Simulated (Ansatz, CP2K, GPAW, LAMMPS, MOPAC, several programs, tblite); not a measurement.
**SiC from cheap methods to r2SCAN**

How much accuracy does each second buy? SiC is computed with 15 methods, from the cheapest up to r2SCAN.

Program: LAMMPS, MOPAC, CP2K, tblite, GPAW, Ansatz (versions at each run). Level of theory: no spin polarisation, static lattice; gaps from single points on the cell relaxed beforehand with r²SCAN. These are calculated values, not measurements.

7 further runs of the same task are left out: 7 set aside as unsound or not needed.

### 1 The system as given

Symmetry: P6_3mc, No. 186, hexagonal system. Conventional cell: a = 3.075 Å, b = 3.075 Å, c = 5.048 Å, α = 90.00°, β = 90.00°, γ = 120.00°. Si (site symmetry 3m) has 4 C at 1.88 to 1.90 Å as nearest neighbours. Around C (site symmetry 3m) lie 4 Si at 1.88 to 1.90 Å.

Structure file:

```xyz
4
Lattice="3.0754 0.0000 0.0000 -1.5377 2.6633 0.0000 0.0000 0.0000 5.0481" Properties=species:S:1:pos:R:3 pbc="T T T"
Si    0.0000    1.7756   -0.0021
Si    1.5377    0.8878    2.5220
C     0.0000    1.7756    1.8951
C     1.5377    0.8878    4.4192
```

The structure type (wurtzite) is imposed and need not be the compound's stable one.

**Question.** The methods are SiC.vashishta, SiCGe.tersoff, SiC_Erhart-Albe.tersoff, PM6, PM7, DFTB, GFN1-xTB (tblite), GFN2-xTB (tblite), PBE/DZVP, PBE/single-zeta, PBE/SZV, coarse PBE, GLLB-SC, PBE, r2SCAN. What gap does r2SCAN give on this cell, and which other methods (full PBE left aside) come nearest to r2SCAN and farthest in gap, volume and bulk modulus?

| quantity | value |
| --- | --- |
| r2SCAN | gap 2.65 eV, 10.34 Å³/atom, B₀ 228 GPa |
| gap: nearest and farthest of the other methods | PBE/DZVP (-0.32 eV), PM7 (+4.96 eV) |
| volume: nearest and farthest of the other methods | SiC_Erhart-Albe.tersoff (+0.2 %), GFN1-xTB (tblite) (+9.6 %) |
| bulk modulus: nearest and farthest of the other methods | SiC.vashishta, SiC_Erhart-Albe.tersoff (about 3 % off); PM7 (+51 %) |

In words: For the gap, of the 9 methods compared (full PBE left aside), PBE/DZVP comes nearest to r2SCAN and PM7 is farthest. For the volume, of the 8 methods compared (full PBE left aside), SiC_Erhart-Albe.tersoff comes nearest to r2SCAN and GFN1-xTB (tblite) is farthest. For the bulk modulus (full PBE left aside), SiC.vashishta, SiC_Erhart-Albe.tersoff tie for nearest to r2SCAN; PM7 is farthest. Classical potentials are fitted to lattice constants of common crystals, so a close volume there is built in, not predicted. A minimal basis or a coarse cutoff and mesh shifts results by its own error, so closeness to r2SCAN can be chance. Cluster runs see only the k-points that fold onto the zone centre, so their gaps can miss the band edges. GLLB-SC is compared with its derivative discontinuity added. PM6 ended in an unphysical state and is left out of the comparison. No volume is given for DFTB, GFN2-xTB (tblite), PBE/single-zeta, which can hide a larger miss. CPU times run from 0.15 s (SiC.vashishta) to 68 s (PM6). On this cell PM6, PM7, GFN1-xTB (tblite), GFN2-xTB (tblite), PBE/DZVP, PBE/single-zeta, PBE/SZV, GLLB-SC cost more than r2SCAN itself (9.8 s), so they are no saving here. A cluster method computes far more atoms than the primitive cell, so on a small crystal it can cost more than plane waves. r2SCAN is a yardstick, not the truth: it usually gives gaps below the measured ones.
